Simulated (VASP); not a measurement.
Write the native input for VASP 6.6.1 that does the following.

```
Task                   : single point
Functional             : PBE
Potentials or basis    : VASP PAW PBE potentials, release 64 (N_GW)
Cutoff                 : 500 eV
k mesh                 : 4 × 4 × 2
Occupations            : gaussian, width 0.02 eV
Spin                   : no spin polarisation
Further INCAR settings : ALGO = Normal; EDIFF = 1e-06
```

The structure of N lies in POSCAR:

```
N
1.0
    4.1672328106      0.0000000000      0.0000000000
   -2.0836164053      3.6089294775      0.0000000000
    0.0000000000      0.0000000000      7.0060035100
N
4
Direct
    0.6666666667      0.3333333333      0.6710699600
    0.6666666667      0.3333333333      0.8289300400
    0.3333333333      0.6666666667      0.1710699600
    0.3333333333      0.6666666667      0.3289300400
```

One way to write it, as run:

INCAR

```
ALGO = Normal
EDIFF = 1E-6
ENCUT = 500
GGA = PE
ISIF = 2
ISMEAR = 0
LASPH = T
LCHARG = F
LREAL = F
LWAVE = F
NELM = 100
PREC = Accurate
SIGMA = 0.02
```

KPOINTS

```
k-points
0
Gamma
  4 4 2
```

Potentials or basis: VASP PAW PBE potentials, release 64 (N_GW).

Command:

```sh
$ cat potpaw_PBE.64/N_GW/POTCAR > POTCAR
$ mpirun -np 1 vasp_std > vasp.out
```

It gave:

The pressure is 0.0 GPa. The largest force is 0.122 eV/Å. The band gap on the k mesh is 7.09 eV, indirect (least direct gap 7.31 eV).

Caveat: the k mesh is coarse (spacing up to 0.45 Å⁻¹), so the values aren't converged; the cutoff is under 1.25 times the usual one of these potentials, so pressure, stress and relaxed cells hold a basis-set (Pulay) error; the standard files for N, O and F lose accuracy on very short bonds.

It took 6.8 s on 1 thread of AMD EPYC 9R45 96-Core Processor (Zen 5), with other jobs on the host, peak memory 0.16 GiB.
